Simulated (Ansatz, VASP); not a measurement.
# Two plane-wave programs on HgTe

```
Hg Te
1.0
     0.00000    2.92326    3.23097
     2.92326    0.00000    3.23097
     2.92326    2.92326    0.00000
Hg Te
1 1
Cartesian
  0.0000 0.0000 0.0000
  2.9233 2.9233 3.2310
```

Change from the starting cell: strain -0.050 along x and y, +0.050 along z, atoms carried along.

Alike in both runs: task single point; functional PBEsol; k mesh 14 × 14 × 14; occupations gaussian, width 0.15 eV; no spin polarisation.

|  | VASP | Ansatz |
| --- | --- | --- |
| version | VASP 6.6.1 | Ansatz 0.2.0 |
| potentials or method | VASP PAW PBE potentials, release 64 (Hg, Te) | scalar-relativistic, plane waves, PAW |
| plane-wave cutoff (eV) | 520 | 420 |
| valence electrons in the cell | 18 | 36 |

|  | VASP | Ansatz | Ansatz less VASP |
| --- | --- | --- | --- |
| gap on the k mesh at the Fermi level (eV) | none | none | - |
| pressure (GPa) | 0.2 | 0.0 | -0.21 |
| largest component of the traceless stress (GPa) | 2.38 | 2.27 | -0.119 |

A gap of «none» marks a metal or a gap that the smearing closes. The two sets of potentials don't hold the same shells in valence.

Caveats: the PAW data sets were made with another functional, which shifts forces and pressure a little (VASP). The runs have no spin-orbit coupling, so splittings on Hg, Te are missing.
